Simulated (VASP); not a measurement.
# CoSi2 (Fm-3m) in VASP: settings compared

The runs below take CoSi2 through relaxation of cell and atoms, with LDA, PBE.

Everything below comes from runs of VASP 6.6.1. Logs are shortened: lines on timing, memory, paths and dates and some standing lists are left out, and cuts for length are marked.

## (1) The structure

The structure is cubic, space group Fm-3m (No. 225). The conventional cell has a = 5.275 Å, b = 5.275 Å, c = 5.275 Å, α = 90.00°, β = 90.00°, γ = 90.00°. Co (site symmetry m-3m) has 8 Si at 2.28 Å as nearest neighbours. Si (site symmetry -43m) has 4 Co at 2.28 Å as nearest neighbours.

## (2) Relaxation of cell and atoms, LDA

INCAR

```
SYSTEM = CoSi2
ALGO = Normal
EDIFF = 1E-7
EDIFFG = -0.005
ENCUT = 600
IBRION = 2
ISIF = 3
ISMEAR = 1
LASPH = .TRUE.
LCHARG = .FALSE.
LREAL = .FALSE.
LWAVE = .FALSE.
NELM = 80
NSW = 90
PREC = Accurate
SIGMA = 0.1
```

KPOINTS

```
k-points
0
G
  12 12 12
  0 0 0
```

POSCAR

```
CoSi2                                   
1.0
    0.0000000000      2.6376635439      2.6376635439
    2.6376635439      0.0000000000      2.6376635439
    2.6376635439      2.6376635439     -0.0000000000
  Co              Si            
     1     2
Direct
     0.0000000000000000    0.0000000000000000    0.0000000000000000
     0.2500000000000000    0.2500000000000000    0.2500000000000000
     0.7500000000000000    0.7500000000000000    0.7500000000000000
```

Potentials or basis: VASP PAW LDA potentials, release 64 (Co, Si).

On the command line:

```console
cat potpaw_LDA.64/Co/POTCAR potpaw_LDA.64/Si/POTCAR > POTCAR
mpirun -np 1 vasp_std > vasp.out
```

OUTCAR:

```text
SYSTEM = CoSi2
   EDIFF = 1E-7
   EDIFFG = -0.005
   ENCUT = 600
   IBRION = 2
   ISIF = 3
   ISMEAR = 1
   LASPH = .TRUE.
   LREAL = .FALSE.
   NELM = 80
   NSW = 90
   PREC = Accurate

 ion  position               nearest neighbor table
   1  0.000  0.000  0.000-   3 2.28   3 2.28   3 2.28   2 2.28   2 2.28   2 2.28   3 2.28   2 2.28

   2  0.250  0.250  0.250-   1 2.28   1 2.28   1 2.28   1 2.28   3 2.64   3 2.64   3 2.64   3 2.64
                             3 2.64   3 2.64
   3  0.750  0.750  0.750-   1 2.28   1 2.28   1 2.28   1 2.28   2 2.64   2 2.64   2 2.64   2 2.64
                             2 2.64   2 2.64

  LATTYP: Found a face centered cubic cell.
 ALAT       =     5.2753270878

  Lattice vectors:

 A1 = (   0.0000000000,   2.6376635439,   2.6376635439)
 A2 = (   2.6376635439,   0.0000000000,   2.6376635439)
 A3 = (   2.6376635439,   2.6376635439,   0.0000000000)

Analysis of symmetry for initial positions (statically):
=====================================================================
 Subroutine PRICEL returns:
 Original cell was already a primitive cell.

 Routine SETGRP: Setting up the symmetry group for a
 face centered cubic supercell.

 Subroutine GETGRP returns: Found 48 space group operations
 (whereof 48 operations were pure point group operations)
 out of a pool of 48 trial point group operations.

The static configuration has the point symmetry O_h .

Analysis of symmetry for dynamics (positions and initial velocities):
=====================================================================
 Subroutine PRICEL returns:
 Original cell was already a primitive cell.

 Routine SETGRP: Setting up the symmetry group for a
 face centered cubic supercell.

 Subroutine GETGRP returns: Found 48 space group operations
 (whereof 48 operations were pure point group operations)
 out of a pool of 48 trial point group operations.

The dynamic configuration has the point symmetry O_h .

 Subroutine INISYM returns: Found 48 space group operations
 (whereof 48 operations are pure point group operations),
 and found     1 'primitive' translations

----------------------------------------------------------------------------------------

                                     Primitive cell

  volume of cell :      36.7019

  direct lattice vectors                    reciprocal lattice vectors
     0.000000000  2.637663544  2.637663544    -0.189561706  0.189561706  0.189561706
     2.637663544  0.000000000  2.637663544     0.189561706 -0.189561706  0.189561706
     2.637663544  2.637663544  0.000000000     0.189561706  0.189561706 -0.189561706

  length of vectors
     3.730219557  3.730219557  3.730219557     0.328330505  0.328330505  0.328330505

  position of ions in fractional coordinates (direct lattice)
     0.000000000  0.000000000  0.000000000
     0.250000000  0.250000000  0.250000000
     0.750000000  0.750000000  0.750000000

  ion indices of the primitive-cell ions
   primitive index   ion index
                 1           1
                 2           2
                 3           3

----------------------------------------------------------------------------------------

 KPOINTS: k-points

Automatic generation of k-mesh.
 Grid dimensions read from file:
 generate k-points for:   12   12   12

 Generating k-lattice:

  Cartesian coordinates                     Fractional coordinates (reciprocal lattice)
    -0.015796809  0.015796809  0.015796809     0.083333333  0.000000000  0.000000000
     0.015796809 -0.015796809  0.015796809     0.000000000  0.083333333  0.000000000
     0.015796809  0.015796809 -0.015796809     0.000000000  0.000000000  0.083333333

  Length of vectors
     0.027360875  0.027360875  0.027360875

  Shift w.r.t. Gamma in fractional coordinates (k-lattice)
     0.000000000  0.000000000  0.000000000

 Subroutine IBZKPT returns following result:
 ===========================================

 Found     72 irreducible k-points:

 Following reciprocal coordinates:
            Coordinates               Weight
  0.000000  0.000000  0.000000      1.000000
  0.083333  0.000000  0.000000      8.000000
  0.166667  0.000000  0.000000      8.000000
  0.250000  0.000000  0.000000      8.000000
  0.333333  0.000000  0.000000      8.000000
  0.416667  0.000000  0.000000      8.000000
[... 16 lines left out ...]
  0.500000  0.166667  0.000000     24.000000
 -0.416667  0.166667  0.000000     24.000000
 [... further k-points ...]
   k-points           NKPTS =     72   k-points in BZ     NKDIM =     72   number of bands    NBANDS=     12
   number of dos      NEDOS =    301   number of ions     NIONS =      3
   total plane-waves  NPLWV =  27000
   dimension x,y,z NGX =    30 NGY =   30 NGZ =   30
   dimension x,y,z NGXF=    60 NGYF=   60 NGZF=   60
   ions per type =               1   2
   NGX,Y,Z   is equivalent  to a cutoff of  13.37, 13.37, 13.37 a.u.
   NGXF,Y,Z  is equivalent  to a cutoff of  26.74, 26.74, 26.74 a.u.
 SYSTEM =  CoSi2
   PREC   = accura    normal or accurate (medium, high low for compatibility)
   ISTART =      0    job   : 0-new  1-cont  2-samecut
   ICHARG =      2    charge: 1-file 2-atom 10-const
   ISPIN  =      1    spin polarized calculation?
   LNONCOLLINEAR =      F non collinear calculations
   LSORBIT =      F    spin-orbit coupling
   LASPH  =      T    aspherical Exc in radial PAW
   ENCUT  =  600.0 eV  44.10 Ry    6.64 a.u.   7.45  7.45  7.45*2*pi/ulx,y,z
   NELM   =     80;   NELMIN=  2; NELMDL= -5     # of ELM steps
   EDIFF  = 0.1E-06   stopping-criterion for ELM
   LREAL  =      F    real-space projection
   EDIFFG = -.5E-02   stopping-criterion for IOM
   NSW    =     90    number of steps for IOM
   IBRION =      2    ionic relax: 0-MD 1-quasi-New 2-CG
   NFREE  =      1    steps in history (QN), initial steepest desc. (CG)
   ISIF   =      3    stress and relaxation
   ISYM   =      2    0-nonsym 1-usesym 2-fastsym
   POTIM  = 0.5000    time-step for ionic-motion
   TEBEG  =    0.0;   TEEND  =   0.0 temperature during run
   PSTRESS=    0.0 pullay stress
   NELECT =      17.0000    total number of electrons
   NUPDOWN=      -1.0000    fix difference up-down
   EMIN   =  10.00;   EMAX   =-10.00  energy-range for DOS
   EFERMI =   0.00;   METHOD = LEGACY
   ISMEAR =     1;   SIGMA  =   0.10  broadening in eV -4-tet -1-fermi 0-gaus
   EFERMI_NEDOS =   21; number of points for ismear=-14 and -15
   IALGO  =     38    algorithm
   IMIX   =      4    mixing-type and parameters
     AMIX     =   0.40;   BMIX     =  1.00
     AMIX_MAG =   1.60;   BMIX_MAG =  1.00
  volume/ion in A,a.u.               =      12.23        82.56
  Fermi-wavevector in a.u.,A,eV,Ry     =   1.266665  2.393650 21.829732  1.604440
  Thomas-Fermi vector in A             =   2.399854
   LORBIT       =      0    0 simple, 1 ext, 2 COOP (PROOUT), +10 PAW based schemes
   GGA     = CA    functional components
   LHFCALC =     F    Hartree Fock is set to
   AEXX    =    0.0000 exact exchange contribution
   IVDW    =     0    specifies the selected vdW correction
   LEPSILON=     F    determine dielectric tensor
   LRPA    =     F    only Hartree local field effects (RPA)
 conjugate gradient relaxation of ions
 non-spin polarized calculation
 Methfessel and Paxton  Order N= 1 SIGMA  =   0.10
  energy-cutoff  :      600.00
  volume of cell :       36.70
 maximum number of plane-waves:      1245
 NGX is ok and might be reduce to    30
   NGX = 15   NGY = 15   NGZ = 15

 number of electron      16.9999996 magnetization

 Free energy of the ion-electron system (eV)
  ---------------------------------------------------
  ext. energy  EPLUGINS =         0.00000000
  ---------------------------------------------------
  free energy    TOTEN  =       -21.93087904 eV

  energy without entropy =      -21.93081422  energy(sigma->0) =      -21.93085743

 E-fermi :  10.6135     XC(G=0): -12.1175

 val. band max:       10.5953850985   @ k =   0.4167   0.2500   0.0833
 cond. band min:      10.6431193789   @ k =   0.4167   0.0833   0.0000
 fundamental gap:      0.0477342804
 Fermi energy:        10.6135057378

 k-point     1 :       0.0000    0.0000    0.0000
  band No.  band energies     occupation
      1      -2.8025      2.00000
      2       6.3222      2.00000
      3       6.3222      2.00000
      4       6.3222      2.00000
      5       8.5568      2.00000
      6       8.5568      2.00000
      7      11.7512     -0.00000
      8      14.1056      0.00000
      9      14.1056      0.00000
     10      14.2186      0.00000
     11      14.2186      0.00000
     12      14.2186      0.00000

 k-point     2 :       0.0833    0.0000    0.0000
  band No.  band energies     occupation
      1      -2.6935      2.00000
      2       6.0779      2.00000
      3       6.3613      2.00000
      4       6.3613      2.00000
      5       8.5236      2.00000
      6       8.5236      2.00000
      7      11.7574     -0.00000
      8      12.7366      0.00000
      9      13.3898      0.00000
     10      13.3898      0.00000
     11      14.9765      0.00000
     12      14.9765      0.00000

 k-point     3 :       0.1667    0.0000    0.0000
  band No.  band energies     occupation
      1      -2.3687      2.00000
      2       5.4139      2.00000
      3       6.4683      2.00000
      4       6.4683      2.00000
      5       8.4515      2.00000
      6       8.4515      2.00000
      7      10.8059     -0.02027
      8      12.6393      0.00000
      9      12.6393      0.00000
     10      12.6972      0.00000
     11      15.1377      0.00000
     12      15.1377      0.00000
[... 286 lines left out ...]
 k-point    23 :       0.5000    0.1667    0.0000
  band No.  band energies     occupation
      1       0.4759      2.00000
      2       2.0124      2.00000
      3       6.1943      2.00000
      4       6.8314      2.00000
      5       7.4022      2.00000
      6       8.5962      2.00000
      7       8.7796      2.00000
      8       9.7926      2.00000
      9       9.9682      2.00000
     10      12.8735      0.00000
     11      15.1309      0.00000
     12      16.0117      0.00000

 k-point    24 :      -0.4167    0.1667    0.0000
  band No.  band energies     occupation
      1       0.7929      2.00000
      2       1.6583      2.00000
      3       5.9700      2.00000
      4       6.9918      2.00000
      5       7.5834      2.00000
      6       8.3941      2.00000
      7       8.8260      2.00000
      8       9.6203      2.00000
      9      10.1713      2.00000
     10      12.9742      0.00000
     11      14.8570      0.00000
     12      15.7726      0.00000

 [... further k-points ...]

------------------------ aborting loop because EDIFF is reached ----------------------------------------

  FORCE on cell =-STRESS in cart. coord.  units (eV):
  Direction    XX          YY          ZZ          XY          YZ          ZX
  --------------------------------------------------------------------------------------
  -------------------------------------------------------------------------------------
  Total       -0.0107814     -0.0107814     -0.0107814      0.0000000      0.0000000     -0.0000000
  in kB       -0.4706503     -0.4706503     -0.4706503      0.0000000      0.0000000     -0.0000000
  external PRESSURE =      -0.4706503 kB  Pullay stress =       0.0000000 kB

 VOLUME and BASIS-vectors are now :
 -----------------------------------------------------------------------------
  energy-cutoff  :      600.00
  volume of cell :       36.70
      direct lattice vectors                 reciprocal lattice vectors
     0.000000000  2.637663544  2.637663544    -0.189561706  0.189561706  0.189561706
     2.637663544  0.000000000  2.637663544     0.189561706 -0.189561706  0.189561706
     2.637663544  2.637663544  0.000000000     0.189561706  0.189561706 -0.189561706

 POSITION                                       TOTAL-FORCE (eV/Angst)
 -----------------------------------------------------------------------------------
      0.00000      0.00000      0.00000         0.000000     -0.000000      0.000000
      1.31883      1.31883      1.31883        -0.000000      0.000000     -0.000000
      3.95650      3.95650      3.95650         0.000000      0.000000      0.000000
 -----------------------------------------------------------------------------------
    total drift:                                0.000000     -0.000000     -0.000000

  FREE ENERGIE OF THE ION-ELECTRON SYSTEM (eV)
  ---------------------------------------------------
  free  energy   TOTEN  =       -21.9308790438 eV

  energy  without entropy=      -21.9308142171  energy(sigma->0) =      -21.93085743

 reached required accuracy - stopping structural energy minimisation
```

It took 50 s on 1 thread of AMD EPYC 7R43 (Zen 3), shared host; peak memory 0.14 GiB.

Results:

- Free energy: -21.9309 eV
- Pressure after relaxing: 0.0 GPa
- Band gap on the k mesh: none (metal or under the smearing width)

Final structure:
```
CELL_PARAMETERS angstrom
0.00000 2.63766 2.63766
2.63766 0.00000 2.63766
2.63766 2.63766 0.00000
ATOMIC_POSITIONS crystal
Co 0.00000 0.00000 0.00000
Si 0.25000 0.25000 0.25000
Si 0.75000 0.75000 0.75000
```

Caveat: the relaxation stopped at its first step, so nothing moved. Spin polarisation is off, so any magnetic state and its effect on volume and gap are missing.

## (3) Relaxation of cell and atoms, PBE

This run uses another cell than the first one, of 12.80 Å³/atom, 1.047 times its volume.

INCAR

```
ALGO     = Normal         # electronic algorithm
EDIFF    = 1E-6           # SCF threshold, eV
EDIFFG   = -0.01          # ionic threshold
ENCUT    = 600            # plane-wave cutoff, eV
GGA      = PE             # functional
IBRION   = 2              # ionic algorithm
ISIF     = 3              # what is computed and relaxed
ISMEAR   = 1              # smearing method
LASPH    = True           # aspherical terms in the spheres
LCHARG   = False          # write CHGCAR
LREAL    = False          # projectors in reciprocal space
LWAVE    = False          # write WAVECAR
NELM     = 80             # most SCF steps
NSW      = 90             # ionic steps
PREC     = Accurate       # precision mode
SIGMA    = 0.1            # smearing width, eV
```

KPOINTS

```
k-points
0
Gamma
  12 12 12
```

POSCAR

```
CoSi2
1.0
    0.0000000000      2.6780000000      2.6780000000
    2.6780000000      0.0000000000      2.6780000000
    2.6780000000      2.6780000000      0.0000000000
Co Si
1 2
Direct
    0.0000000000      0.0000000000      0.0000000000
    0.2500000000      0.2500000000      0.2500000000
    0.7500000000      0.7500000000      0.7500000000
```

Potentials or basis: VASP PAW PBE potentials, release 64 (Co, Si).

On the command line:

```console
cat potpaw_PBE.64/Co/POTCAR potpaw_PBE.64/Si/POTCAR > POTCAR
mpirun -np 1 vasp_std > vasp.out
```

Run time: 78 s. Hardware: 1 thread of Intel Xeon Platinum 8259CL at 2.50GHz (Skylake/Cascade Lake), shared host; peak memory 0.2 GiB.

Results (log left out):

- Free energy: -19.2956 eV
- Relaxed volume: 12.82 Å³/atom
- Relaxed cell: a = 3.789 Å, b = 3.789 Å, c = 3.789 Å, α = 60.00°, β = 60.00°, γ = 60.00°
- Space group after relaxing (to 0.05 Å): Fm-3m (No. 225)
- Energy gained by relaxing: 0.0 meV/atom
- Ionic steps: 3
- Pressure after relaxing: 0.0 GPa
- Band gap on the k mesh: none (metal or under the smearing width)

Final structure:
```
Co Si
1.0
     0.00000    2.67892    2.67892
     2.67892    0.00000    2.67892
     2.67892    2.67892    0.00000
Co Si
1 2
Cartesian
  0.0000 0.0000 0.0000
  1.3395 1.3395 1.3395
  4.0184 4.0184 4.0184
```

Levels at points of the mesh, in eV from the Fermi level:
| k point | band 6 | band 7 | band 8 | band 9 | band 10 | band 11 | band 12 |
| --- | --- | --- | --- | --- | --- | --- | --- |
| (0.00, 0.00, 0.00) | -1.89 | 0.76 | 3.42 | 3.42 | 3.42 | 3.47 | 3.47 |
| (0.50, 0.00, 0.00) | -1.61 | -1.61 | -0.46 | -0.46 | 2.71 | 3.42 | 3.42 |
| (0.50, 0.50, 0.00) | -1.94 | -1.94 | -1.89 | -1.32 | 1.58 | 2.94 | 8.57 |

Spin polarisation is off, so any magnetic state and its effect on volume and gap are missing.
